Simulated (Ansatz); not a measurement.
# TaN: the cost of one run

Computed with Ansatz 0.2.0 (DFT PBE, scalar-relativistic, unless a step's input says otherwise).

**1. The structure to begin with**

The structure is hexagonal, space group P-62m (No. 189). The conventional cell has a = 5.196 Å, b = 5.196 Å, c = 2.911 Å, α = 90.00°, β = 90.00°, γ = 120.00°. Around Ta (site symmetry -6) lie 6 N at 2.16 Å. Around Ta (site symmetry -62m) lie 3 N at 2.04 Å. N (site symmetry m2m) is surrounded by 5 Ta at 2.04 to 2.16 Å.

Coordinates:

```xyz
6
Lattice="5.1960 0.0000 0.0000 -2.5980 4.4999 0.0000 0.0000 0.0000 2.9110" Properties=species:S:1:pos:R:3 pbc="T T T"
Ta    0.0000    2.9999    1.4555
Ta    2.5980    1.5000    1.4555
Ta    0.0000    0.0000    0.0000
N     2.0412    0.0000    0.0000
N     1.5774    2.7321    0.0000
N    -1.0206    1.7678    0.0000
```

Atoms are numbered in the order of the input: Ta1, Ta2, Ta3, N4, N5, N6.

**2. The deformed structure**

Space group P-62m before, P-62m after.

**3. All-electron LAPW**

File input.yaml:

```yaml
crystal:
  lattice:
    - [5.1960008669, 0.0, 0.0]
    - [-2.5980004334, 4.4998687488, 0.0]
    - [0.0, 0.0, 2.94011]
  atoms:
    - { symbol: Ta, position: [0.3333333333, 0.6666666667, 0.5] }
    - { symbol: Ta, position: [0.6666666667, 0.3333333333, 0.5] }
    - { symbol: Ta, position: [0.0, 0.0, 0.0] }
    - { symbol: "N", position: [0.39285, 0.0, 0.0] }
    - { symbol: "N", position: [0.60715, 0.60715, 0.0] }
    - { symbol: "N", position: [0.0, 0.39285, 0.0] }
kpoints:
  mp_grid: { grid: [6, 6, 9] }
  band_path:
    path:
      - [0.0, 0.0, 0.0]
      - [0.5, 0.0, 0.0]
      - [0.3333333333, 0.3333333333, 0.0]
      - [0.0, 0.0, 0.0]
      - [0.0, 0.0, 0.5]
      - [0.5, 0.0, 0.5]
      - [0.3333333333, 0.3333333333, 0.5]
      - [0.0, 0.0, 0.5]
      - [0.5, 0.0, 0.5]
    npoints: 5
scf:
  occupations: { method: fermi_dirac, width: 0.01 }
hamiltonian:
  xc: pbe
  pseudopotentials: { kind: all_electron, lapw: { basis_error: 0.001 } }
output:
  forces: true
  stress: true
  eigenvalues: true
```

On the command line:

```console
$ ansatz run input.yaml --threads 2 --pin off --max-ram 6144MiB --backend cpu --events-out ev --progress --plain --runs-dir out
```

What time and memory should one allow on 2 threads of Intel Xeon Platinum 8375C at 2.90GHz (Ice Lake), shared host?

About 2.2 min, with a peak of 0.9 GiB.
